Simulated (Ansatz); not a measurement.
# Li2S: one crystal by all-electron and frozen-core methods

Aim: solve Li2S at one geometry with full-potential LAPW, PAW on the default files and datasets made for this crystal, and see where they agree.

Computed with Ansatz 0.2.0 (DFT PBE, scalar-relativistic, unless a step's input says otherwise).

1 further run of the same task is left out (set aside as unsound or not needed).

### Step 1. The structure to begin with

It takes space group Fm-3m (No. 225, cubic). The conventional cell has a = 5.706 Å, b = 5.706 Å, c = 5.706 Å, α = 90.00°, β = 90.00°, γ = 90.00°. S (site symmetry m-3m) has 8 Li at 2.47 Å as nearest neighbours. Around Li (site symmetry -43m) lie 4 S at 2.47 Å.

As a file:

```cif
data_structure
_symmetry_space_group_name_H-M 'P 1'
_symmetry_Int_Tables_number 1
_cell_length_a 4.0345
_cell_length_b 4.0345
_cell_length_c 4.0345
_cell_angle_alpha 60.000
_cell_angle_beta 60.000
_cell_angle_gamma 60.000
_cell_volume 46.43
loop_
_atom_site_label
_atom_site_type_symbol
_atom_site_fract_x
_atom_site_fract_y
_atom_site_fract_z
_atom_site_occupancy
S1 S 0.00000 0.00000 0.00000 1
Li1 Li 0.25000 0.25000 0.25000 1
Li2 Li 0.75000 0.75000 0.75000 1
```

The cell was relaxed by PAW from a hypothetical start (fluorite type); it needn't be the stable phase of this composition.

Atoms are numbered in the order of the input: S1, Li2, Li3.

### Step 2. Full-potential LAPW

Input file input.yaml:

```yaml
crystal:
  lattice:
    - [0.0, 2.8528021532, 2.8528021532]
    - [2.8528021532, 0.0, 2.8528021532]
    - [2.8528021532, 2.8528021532, 0.0]
  atoms:
    - { symbol: S, position: [0.0, 0.0, 0.0] }
    - { symbol: Li, position: [0.25, 0.25, 0.25] }
    - { symbol: Li, position: [0.75, 0.75, 0.75] }
kpoints:
  mp_grid: { grid: [12, 12, 12] }
  band_path:
    path:
      - [0.0, 0.0, 0.0]
      - [0.5, 0.0, 0.5]
      - [0.625, 0.25, 0.625]
      - [0.375, 0.375, 0.75]
      - [0.0, 0.0, 0.0]
      - [0.5, 0.5, 0.5]
      - [0.5, 0.25, 0.75]
      - [0.5, 0.0, 0.5]
    npoints: 8
scf:
  occupations: { method: fermi_dirac, width: 0.08 }
hamiltonian:
  xc: pbe
  pseudopotentials: { kind: all_electron, lapw: { basis_error: 0.001 } }
output:
  forces: true
  stress: true
  eigenvalues: true
  populations: true
  dos: { projected: true, de: 0.2, e_range: [-14, 8] }
```

### Step 3. PAW on the default files

input.yaml: that of step 2 with these lines changed.

```diff
@@ -26,3 +26,3 @@
   xc: pbe
-  pseudopotentials: { kind: all_electron, lapw: { basis_error: 0.001 } }
+  pseudopotentials: { kind: paw }
 output:
@@ -31,3 +31,5 @@
   eigenvalues: true
+  efg: { contact_densities: true }
   populations: true
+  bader: true
   dos: { projected: true, de: 0.2, e_range: [-14, 8] }
```

### Step 4. Datasets made for this crystal

input.yaml: that of step 3 with these lines changed.

```diff
@@ -26,3 +26,3 @@
   xc: pbe
-  pseudopotentials: { kind: paw }
+  pseudopotentials: { kind: all_electron, datasets: crystal }
 output:
@@ -32,4 +32 @@
   efg: { contact_densities: true }
-  populations: true
-  bader: true
-  dos: { projected: true, de: 0.2, e_range: [-14, 8] }
```

(Steps that only read results are left out.)

**Question.** What will these runs give? Wanted: pressure; gap; Bader charges.

As calculated:

| quantity | value |
| --- | --- |
| pressure | LAPW 0.00, PAW 0.00, crystal datasets 0.00 GPa |
| gap (LAPW) | 3.39 eV, indirect from Γ to X |
| Bader charges (PAW) | S1 -1.72, Li2 +0.86 e |

In words: The pressure is within half a GPa of zero, so the volume is close to equilibrium at this level. The gap is 3.39 eV, indirect from Γ to X. It is the Kohn-Sham gap of a semilocal functional, which mostly lies below the gap found in experiment. S 3p states make 98 % of the projected weight in the top eV of the valence band. The projection holds only the free atom's occupied shells (S 3s, S 3p, Li 2s in this range). PAW lies less than 0.01 GPa from LAPW in pressure and less than 0.01 eV in the gap.
